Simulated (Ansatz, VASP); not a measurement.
One calculation of As, two programs

```
As
1.0
     1.82500   -5.50000    0.00000
     1.82500    5.50000    0.00000
     0.00000    0.00000    4.47000
As
4
Direct
  0.11000 0.89000 0.94000
  0.61000 0.39000 0.56000
  0.89000 0.11000 0.06000
  0.39000 0.61000 0.44000
```

This isn't the form of As at room conditions, which is rhombohedral.

Alike in both runs: task single point; functional PBE; k mesh 6 × 6 × 4; occupations gaussian, width 0.1 eV; no spin polarisation.

|  | VASP | Ansatz |
| --- | --- | --- |
| version | VASP 6.6.1 | Ansatz 0.2.0 |
| potentials or method | VASP PAW PBE potentials, release 64 (As) | scalar-relativistic, plane waves, PAW |
| plane-wave cutoff (eV) | 520 | 420 |
| valence electrons in the cell | 20 | 60 |

|  | VASP | Ansatz | Ansatz less VASP |
| --- | --- | --- | --- |
| gap on the k mesh at the Fermi level (eV) | 0.28 | 0.29 | +0.013 |
| least direct gap on the mesh (eV) | 0.46 | 0.45 | -0.012 |
| pressure (GPa) | 3.3 | 3.0 | -0.33 |
| largest component of the traceless stress (GPa) | 1.54 | 1.55 | +0.015 |
| rms of the force components (eV/Å) | 0.080 | 0.057 | -0.0231 |

Atom by atom the forces differ by 0.037 eV/Å (rms over components). The two sets of potentials don't hold the same shells in valence.

A k mesh can miss the band edges. Expect the measured gap to be larger: semilocal functionals such as PBE lack the derivative discontinuity.
